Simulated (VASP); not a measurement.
LiH:

```
Li H
1.0
     0.00000    2.03675    2.03675
     2.03675    0.00000    2.03675
     2.03675    2.03675    0.00000
Li H
1 1
Direct
  0.00000 0.00000 0.00000
  0.50000 0.50000 0.50000
```

Base run:

```yaml
Program: VASP 6.6.1
Functional: HSE06
Potentials_or_basis: VASP PAW PBE potentials, release 64 (Li_sv, H)
Cutoff: 520 eV
k_mesh: 8 × 8 × 8
Occupations: gaussian, width 0.02 eV
Spin: no spin polarisation
```

Its results: band gap on the k mesh 4.01 eV, direct.

Problem. The run is repeated on the same cell with these changes: functional from HSE06 to PBE0. What comes out?

Solution. Band gap on the k mesh 4.68 eV, direct.
